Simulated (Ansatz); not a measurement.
# TiO2: the cost of one run

Computed with Ansatz 0.2.0 (DFT PBEsol, scalar-relativistic, plane waves, PAW, unless a step's input says otherwise).

### Step 1. The structure to begin with

The structure is tetragonal, space group P4_2/mnm (No. 136). Conventional cell: a = 4.600 Å, b = 4.600 Å, c = 2.959 Å, α = 90.00°, β = 90.00°, γ = 90.00°. Around Ti (site symmetry mmm) lie 6 O at 1.95 to 1.98 Å. O (site symmetry m2m) is surrounded by 3 Ti at 1.95 to 1.98 Å.

Structure file:

```
CELL_PARAMETERS angstrom
4.59984 0.00000 0.00000
0.00000 4.59984 0.00000
0.00000 0.00000 2.95921
ATOMIC_POSITIONS crystal
Ti 0.50000 0.50000 0.00000
Ti 0.00000 0.00000 0.50000
O 0.69568 0.69568 0.50000
O 0.80432 0.19568 0.00000
O 0.19568 0.80432 0.00000
O 0.30432 0.30432 0.50000
```

Source of the structure: the Materials Project (structure only).

(A quick probe on a coarse mesh, which set the mesh and smearing, is not shown.)

### Step 3. The relaxation

The input, input.yaml:

```yaml
crystal:
  lattice:
    - [4.59983732, 0.0, 0.0]
    - [0.0, 4.59983732, 0.0]
    - [0.0, 0.0, 2.95921356]
  atoms:
    - { symbol: Ti, position: [0.5, 0.5, 0.0] }
    - { symbol: Ti, position: [0.0, 0.0, 0.5] }
    - { symbol: O, position: [0.69567868, 0.69567868, 0.5] }
    - { symbol: O, position: [0.80432132, 0.19567868, 0.0] }
    - { symbol: O, position: [0.19567868, 0.80432132, 0.0] }
    - { symbol: O, position: [0.30432132, 0.30432132, 0.5] }
basis:
  ecutwfc: 420
kpoints:
  mp_grid: { grid: [6, 6, 10] }
hamiltonian:
  xc: pbesol
scf:
  occupations: { method: gaussian, width: 0.02 }
output:
  forces: true
  stress: true
  eigenvalues: true
relax:
  adjacent_minimum: "off"
  f_tol: 0.005
  max_steps: 80
  cell: { stress_tol: 0.05 }
```

The run is started by

```console
> ansatz run input.yaml --threads 8 --pin off --max-ram 20480MiB --backend cpu --events-out ev --progress --plain --runs-dir out
```

**Question.** How long does this run take on 8 threads of Intel Xeon Platinum 8259CL at 2.50GHz (Skylake/Cascade Lake), shared host, and how much memory does it need?

About 13 s, with a peak of 0.57 GiB.
